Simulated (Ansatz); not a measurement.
Crystal: HgTe (Coloradoite).

```
CELL_PARAMETERS angstrom
0.00000 3.21450 3.21450
3.21450 0.00000 3.21450
3.21450 3.21450 0.00000
ATOMIC_POSITIONS crystal
Hg 0.00000 0.00000 0.00000
Te 0.75000 0.75000 0.75000
```

Program: Ansatz 0.2.0. Alike in all runs: task band structure; cell as given; k mesh 7 × 7 × 7; smearing fermi-dirac 0.05 eV.

Order these runs on this cell by their pressure, lowest first.
A. level PBE; potentials or basis SPMS NC; spin off; cutoff (eV) 680
B. level LDA; potentials or basis Ansatz PAW; spin SOC, no magnetisation; cutoff (eV) 420
C. level RPBE; potentials or basis Ansatz PAW; spin off; cutoff (eV) 420

B (-0.3 GPa), A (4.6 GPa), C (6.3 GPa).

Caveats: the PAW data sets come from PBE, with cores solved anew for the run's functional, which leaves a small shift of forces and pressure (some runs).
